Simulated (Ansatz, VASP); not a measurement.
One calculation of Bi, two programs

```
CELL_PARAMETERS angstrom
-1.87756 1.87756 1.87756
1.87756 -1.87756 1.87756
1.87756 1.87756 -1.87756
ATOMIC_POSITIONS crystal
Bi 0.00000 0.00000 0.00000
```

This isn't the form of Bi at room conditions, which is rhombohedral.

Alike in both runs: functional PBEsol; k mesh 16 × 16 × 16; occupations gaussian, width 0.1 eV; no spin polarisation.

Ansatz relaxed the structure, and its values are those at the end. VASP's run is a single point on that final structure, the one shown.

```csv
,VASP,Ansatz
version,VASP 6.6.1,Ansatz 0.2.0
potentials or method,"VASP PAW PBE potentials, release 64 (Bi_d), cutoff 520 eV","scalar-relativistic, all-electron LAPW"
```

```csv
,VASP,Ansatz,Ansatz less VASP
gap on the k mesh at the Fermi level (eV),none,none,-
pressure (GPa),10.0,10.1,+0.07
```

A gap of «none» marks a metal or a gap that the smearing closes. Ansatz ran all-electron here, so the differences hold the error of VASP's frozen core and of both bases.

Caveats: the PAW data sets were made with another functional, which shifts forces and pressure a little (VASP); spin-orbit coupling is left out, which moves the levels of the heavy elements.
